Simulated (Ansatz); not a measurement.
G0W0 rungs for AlAs (F-43m).

The structure is cubic, space group F-43m (No. 216). The conventional cell has a = 5.661 Å, b = 5.661 Å, c = 5.661 Å, α = 90.00°, β = 90.00°, γ = 90.00°. Al has 4 As at 2.45 Å nearest. Nearest to As lie 4 Al at 2.45 Å. Farther neighbours are not listed.

```
Al As
1.0
     0.00000    2.83040    2.83040
     2.83040    0.00000    2.83040
     2.83040    2.83040    0.00000
Al As
1 1
Direct
  0.00000 0.00000 0.00000
  0.25000 0.25000 0.25000
```

The cell and positions come from the Crystallography Open Database and are kept as given unless a step says otherwise.

Runs so far (Ansatz 0.2.0, start PBE, hard PAW files, 8×8×8 mesh). Times are wall times on 1 × NVIDIA H100 80GB HBM3 (shared by 6 runs) with 3 threads of AMD EPYC 7R13 (Zen 3), shared host. The host was busy with other work, so they are no guide to cost.

```csv
bands summed,cutoff (eV),gap on the mesh (eV),time
202,150,2.131,56 s
420,250,2.206,3.4 min
```

Q: What should the next rung give, with 775 bands and screening to 380 eV, and where is the limit?

The error falls about as one over the bands when the cutoff rises with them. A line through the two highest rungs given predicts 2.237 eV; the run gave 2.236 eV, close to it. The two highest rungs put the limit near 2.273 eV, the pair below near 2.275 eV; their difference is a rough measure of what is unsettled in bands and cutoff; the mesh is a separate error.

Gaps are over the mesh's points; an edge off the mesh would be missed. Limits: not at the basis limit; no spin-orbit coupling.

[Paths, hosts, dates, memory and timing lines, banners, echoed tables and standing remarks are left out of the program output.]

[Logs are printed without paths, hosts, clocks, repeated set-up lines and the standing remarks that a program may print on its own settings, such as how far it seeks lower states.]

[Runs of the session that timed out or met a known fault of the program may be left out.]

[Cells called generated may have been cut or substituted from an entry of the Crystallography Open Database or the Materials Project.]

[Hosts, paths, dates, database ids (printed as entryN), source tags and the programs' standing remarks are cut or masked in the printed files.]
